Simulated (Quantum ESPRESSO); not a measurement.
# Ge (Fd-3m) in Quantum ESPRESSO: a series of runs, part 2 of 2

Quantum ESPRESSO 7.5. Earlier steps stand in the parts before.

### Step 4. Single point, r2SCAN, 21.28 Å³/atom

Contents of pw.in:

```
&CONTROL
  calculation = 'scf'
  prefix = 'pwscf'
  outdir = './tmp'
  pseudo_dir = './pseudo'
  tstress = .true.
  disk_io = 'nowf'
/
&SYSTEM
  ibrav = 0
  nat = 2
  ntyp = 1
  ecutwfc = 70
  nbnd = 21
  input_dft = 'r2scan'
  occupations = 'smearing'
  smearing = 'fd'
  degauss = 0.00367493
  nosym = .true.
  nr1 = 48
  nr2 = 48
  nr3 = 48
/
&ELECTRONS
  conv_thr = 1d-08
  electron_maxstep = 120
  mixing_beta = 0.5
/
ATOMIC_SPECIES
Ge    72.6300 Ge_ONCV_PBE-1.2.upf
CELL_PARAMETERS angstrom
   0.0000000000    2.7711609388    2.7711609388
   2.7711609388    0.0000000000    2.7711609388
   2.7711609388    2.7711609388    0.0000000000
ATOMIC_POSITIONS crystal
Ge     0.7500000000    0.7500000000    0.7500000000
Ge     0.5000000000    0.5000000000    0.5000000000
K_POINTS automatic
6 6 6 0 0 0
```

Potentials or basis: SG15 PBE 1.2.

On the command line:

```console
$ OMP_NUM_THREADS=1 mpirun -n 2 pw.x -nk 2 -in pw.in > pw.out
```

pw.out:

```text
This program is part of the open-source Quantum ESPRESSO suite
     for quantum simulation of materials; please cite
         "P. Giannozzi et al., J. Phys.:Condens. Matter 21 395502 (2009);
         "P. Giannozzi et al., J. Phys.:Condens. Matter 29 465901 (2017);
         "P. Giannozzi et al., J. Chem. Phys. 152 154105 (2020);
     in publications or presentations arising from this work. More details at

     IMPORTANT: XC functional enforced from input :
     Exchange-correlation= R2SCAN
                           (   0   0   0   0   0 497 498)
     Any further DFT definition will be discarded
     Please, verify this is what you really want

     K-points division:     npool     =       2
     Subspace diagonalization in iterative solution of the eigenvalue problem:
     a serial algorithm will be used

     G-vector sticks info
     --------------------
     sticks:   dense  smooth     PW     G-vecs:    dense   smooth      PW
     Sum        1057    1057    313                22659    22659    3767

     Using Slab Decomposition

[... 69 lines left out ...]
     starting charge      27.8924, renormalised to      28.0000
     Starting wfcs are random

     Self-consistent Calculation

     iteration #  1     ecut=    70.00 Ry     beta= 0.50
     Davidson diagonalization with overlap
     ethr =  1.00E-02,  avg # of iterations =  9.1

     total energy              =    -281.07481311 Ry
     estimated scf accuracy    <      95.09672633 Ry
[... 64 lines left out ...]
     iteration # 11     ecut=    70.00 Ry     beta= 0.50
     Davidson diagonalization with overlap
     ethr =  5.07E-11,  avg # of iterations =  1.0

     End of self-consistent calculation

     Number of k-points >= 100: set verbosity='high' to print the bands.

     the Fermi energy is    11.9441 ev

!    total energy              =    -281.35635081 Ry
     estimated scf accuracy    <          2.1E-10 Ry
     smearing contrib. (-TS)   =      -0.00001924 Ry
     internal energy E=F+TS    =    -281.35633156 Ry

     The total energy is F=E-TS. E is the sum of the following terms:
     one-electron contribution =    -123.48000556 Ry
     hartree contribution      =      76.96621820 Ry
     xc contribution           =     -33.22600794 Ry
     ewald contribution        =    -201.61653625 Ry

     convergence has been achieved in  11 iterations

     Computing stress (Cartesian axis) and pressure

          total   stress  (Ry/bohr**3)                   (kbar)     P=       33.66
   0.00022879   0.00000000   0.00000000           33.66        0.00        0.00
   0.00000000   0.00022879  -0.00000000            0.00       33.66       -0.00
   0.00000000  -0.00000000   0.00022879            0.00       -0.00       33.66

=------------------------------------------------------------------------------=
   JOB DONE.
=------------------------------------------------------------------------------=
```

Run time: 2.5 min. Hardware: 2 MPI ranks of Intel Xeon 6975P-C (Granite Rapids), shared host; peak memory 0.3 GiB.

Results:

```
Free energy            : -3828.0482 eV
Pressure               : 3.4 GPa
Band gap on the k mesh : 0.41 eV, direct
```

Caveat: the potentials were made for another functional, which shifts forces and pressure.

### Step 5. Single point, r2SCAN, 21.73 Å³/atom

Changes to pw.in since step 4:

```diff
@@ -31,5 +31,5 @@
 CELL_PARAMETERS angstrom
-   0.0000000000    2.7711609388    2.7711609388
-   2.7711609388    0.0000000000    2.7711609388
-   2.7711609388    2.7711609388    0.0000000000
+   0.0000000000    2.7906767997    2.7906767997
+   2.7906767997    0.0000000000    2.7906767997
+   2.7906767997    2.7906767997    0.0000000000
 ATOMIC_POSITIONS crystal
```

On the command line:

```console
$ OMP_NUM_THREADS=1 mpirun -n 2 pw.x -nk 2 -in pw.in > pw.out
```

It took 2.6 min on 2 MPI ranks of Intel Xeon 6975P-C (Granite Rapids), shared host; peak memory 0.3 GiB.

It converged, with:

```yaml
Free_energy: -3828.0621 eV
Pressure: 1.6 GPa
Band_gap_on_the_k_mesh: 0.21 eV, direct
```

Caveat: the potentials were made for another functional, which shifts forces and pressure.

### Step 6. Single point, r2SCAN, 22.19 Å³/atom

Changes to pw.in since step 5:

```diff
@@ -31,5 +31,5 @@
 CELL_PARAMETERS angstrom
-   0.0000000000    2.7906767997    2.7906767997
-   2.7906767997    0.0000000000    2.7906767997
-   2.7906767997    2.7906767997    0.0000000000
+   0.0000000000    2.8099234548    2.8099234548
+   2.8099234548    0.0000000000    2.8099234548
+   2.8099234548    2.8099234548    0.0000000000
 ATOMIC_POSITIONS crystal
```

Potentials or basis: SG15 PBE 1.2.

On the command line:

```console
$ OMP_NUM_THREADS=1 mpirun -n 2 pw.x -nk 2 -in pw.in > pw.out
```

It took 2.6 min on 2 MPI ranks of Intel Xeon 6975P-C (Granite Rapids), shared host; peak memory 0.3 GiB.

The run converged. Its results:

```
Free energy            : -3828.0668 eV
Pressure               : 0.1 GPa
Band gap on the k mesh : none (metal or under the smearing width)
```

Caveat: the k mesh is coarse; the potentials were made for another functional, which shifts forces and pressure.

### Step 7. Single point, r2SCAN, 22.64 Å³/atom

Changes to pw.in since step 6:

```diff
@@ -31,5 +31,5 @@
 CELL_PARAMETERS angstrom
-   0.0000000000    2.8099234548    2.8099234548
-   2.8099234548    0.0000000000    2.8099234548
-   2.8099234548    2.8099234548    0.0000000000
+   0.0000000000    2.8289100000    2.8289100000
+   2.8289100000    0.0000000000    2.8289100000
+   2.8289100000    2.8289100000    0.0000000000
 ATOMIC_POSITIONS crystal
```

On the command line:

```console
$ OMP_NUM_THREADS=1 mpirun -n 2 pw.x -nk 2 -in pw.in > pw.out
```

Wall time 2.7 min (2 MPI ranks of Intel Xeon 6975P-C (Granite Rapids), shared host); peak memory 0.3 GiB.

Results (log left out):

```
Free energy            : -3828.0634 eV
Pressure               : -1.3 GPa
Band gap on the k mesh : none (metal or under the smearing width)
```

Caveat: the k mesh is coarse; the potentials were made for another functional, which shifts forces and pressure.

### Step 8. Single point, r2SCAN, 23.09 Å³/atom

Changes to pw.in since step 7:

```diff
@@ -31,5 +31,5 @@
 CELL_PARAMETERS angstrom
-   0.0000000000    2.8289100000    2.8289100000
-   2.8289100000    0.0000000000    2.8289100000
-   2.8289100000    2.8289100000    0.0000000000
+   0.0000000000    2.8476450493    2.8476450493
+   2.8476450493    0.0000000000    2.8476450493
+   2.8476450493    2.8476450493    0.0000000000
 ATOMIC_POSITIONS crystal
```

On the command line:

```console
$ OMP_NUM_THREADS=1 mpirun -n 2 pw.x -nk 2 -in pw.in > pw.out
```

It took 2.6 min on 2 MPI ranks of Intel Xeon 6975P-C (Granite Rapids), shared host; peak memory 0.3 GiB.

Results (log left out):

```
Free energy            : -3828.0522 eV
Pressure               : -2.6 GPa
Band gap on the k mesh : none (metal or under the smearing width)
```

Caveat: the k mesh is coarse; the potentials were made for another functional, which shifts forces and pressure.

### Step 9. Single point, r2SCAN, 23.54 Å³/atom

Changes to pw.in since step 8:

```diff
@@ -31,5 +31,5 @@
 CELL_PARAMETERS angstrom
-   0.0000000000    2.8476450493    2.8476450493
-   2.8476450493    0.0000000000    2.8476450493
-   2.8476450493    2.8476450493    0.0000000000
+   0.0000000000    2.8661367691    2.8661367691
+   2.8661367691    0.0000000000    2.8661367691
+   2.8661367691    2.8661367691    0.0000000000
 ATOMIC_POSITIONS crystal
```

Potentials or basis: SG15 PBE 1.2.

On the command line:

```console
$ OMP_NUM_THREADS=1 mpirun -n 2 pw.x -nk 2 -in pw.in > pw.out
```

Wall time 2.6 min (2 MPI ranks of Intel Xeon 6975P-C (Granite Rapids), shared host); peak memory 0.3 GiB.

Results (log left out):

```
Free energy            : -3828.0341 eV
Pressure               : -3.8 GPa
Band gap on the k mesh : none (metal or under the smearing width)
```

Caveat: the k mesh is coarse; the potentials were made for another functional, which shifts forces and pressure.

### Step 10. Single point, r2SCAN, 24.00 Å³/atom

Changes to pw.in since step 9:

```diff
@@ -31,5 +31,5 @@
 CELL_PARAMETERS angstrom
-   0.0000000000    2.8661367691    2.8661367691
-   2.8661367691    0.0000000000    2.8661367691
-   2.8661367691    2.8661367691    0.0000000000
+   0.0000000000    2.8843929095    2.8843929095
+   2.8843929095    0.0000000000    2.8843929095
+   2.8843929095    2.8843929095    0.0000000000
 ATOMIC_POSITIONS crystal
```

On the command line:

```console
$ OMP_NUM_THREADS=1 mpirun -n 2 pw.x -nk 2 -in pw.in > pw.out
```

Run time: 2.6 min. Hardware: 2 MPI ranks of Intel Xeon 6975P-C (Granite Rapids), shared host; peak memory 0.3 GiB.

Results (log left out):

```yaml
Free_energy: -3828.0097 eV
Pressure: -4.8 GPa
Band_gap_on_the_k_mesh: none (metal or under the smearing width)
```

Caveat: the k mesh is coarse; the potentials were made for another functional, which shifts forces and pressure.

### Step 11. Equation of state, r2SCAN

No new run: the results of the series are fitted here.

Results:

- Equilibrium volume: 22.21 Å³/atom
- Bulk modulus: 72 GPa
- Pressure derivative of the bulk modulus: 3.4

Energy against volume, from the lowest point:
```csv
volume (Å³/atom),energy (meV/atom)
21.281,9.31
21.733,2.33
22.186,0.00
22.639,1.69
23.092,7.27
23.545,16.37
23.997,28.56
```

Caveat: the potentials were made for another functional, which shifts forces and pressure.

### Step 12. The reference run

An earlier run on the cell as given: functional PBEsol; potentials or basis GBRV 1.5 PBEsol; cutoff 612 eV; density cutoff 4898 eV; k mesh 8 × 8 × 8; occupations fermi-dirac, width 0.05 eV; no spin polarisation.

- Pressure: 0.4 GPa
- Band gap on the k mesh: none (metal or under the smearing width)

### Step 13. Overview

```csv
task,level,potentials or basis,k mesh,cutoff (eV),form of the LDA correlation,SCF threshold,symmetry,gap on the mesh (eV),pressure (GPa)
band structure,LDA,GBRV 1.5 LDA,8 × 8 × 8,612,PZ81,4e-10 Ry,-,none,-1.5
band structure,r2SCAN,SG15 PBE 1.2,6 × 6 × 6,952,-,1e-08 Ry,off,none,-1.3
equation of state,r2SCAN,SG15 PBE 1.2,6 × 6 × 6,952,-,1e-08 Ry,off,-,-
single point,PBEsol,GBRV 1.5 PBEsol,8 × 8 × 8,612,-,4e-10 Ry,-,none,0.4
```

Alike in all rows: no spin polarisation; cell as given; smearing fermi-dirac 0.05 eV.

Caveats: this crystal is a semiconductor, whose small gap the functional closes, so the metal is an error of the method (some runs); the potentials were made for another functional, which shifts forces and pressure (some runs).

Absolute energies hang on the potentials; compare differences alone.

### Step 14. Comparison with measurements

Step 2. A measured gap of Ge is 0.666 eV (indirect; 293 K; “Electronic and optical properties of SixGe1-x-ySny alloys lattice-matched to Ge”, 2021, arxiv:2109.02782); the calculated 0.00 eV misses it by -0.67 eV. 3 values of this kind are on record (0.666 to 0.807 eV); this one was drawn at random among those near their median. Spin-orbit coupling on Ge is left out. The value is that of LDA on a finite k mesh, which can miss the band edges, without temperature or zero-point motion. Semilocal functionals fall short of measured gaps as a rule.

Step 3. A measured gap of Ge is 0.807 eV (direct; 300 K; “Electronic and optical properties of SixGe1-x-ySny alloys lattice-matched to Ge”, 2021, arxiv:2109.02782); the calculated 0.00 eV misses it by -0.81 eV. 3 values of this kind are on record (0.666 to 0.807 eV); this one was drawn at random among those near their median. Spin-orbit coupling on Ge is left out. The value is that of r2SCAN on a finite k mesh, which can miss the band edges, without temperature or zero-point motion.

Step 11. Measured bulk modulus of Ge: 75.8 GPa (quoted in “Sub-monolayer structures of Ag overlayers on Ge(111): experimental observations and first-principles study”, 2019, arxiv:1908.00180). This calculation gives 72 GPa (-5.2 %). The fit is for a static lattice scaled at fixed shape and fixed fractional positions.
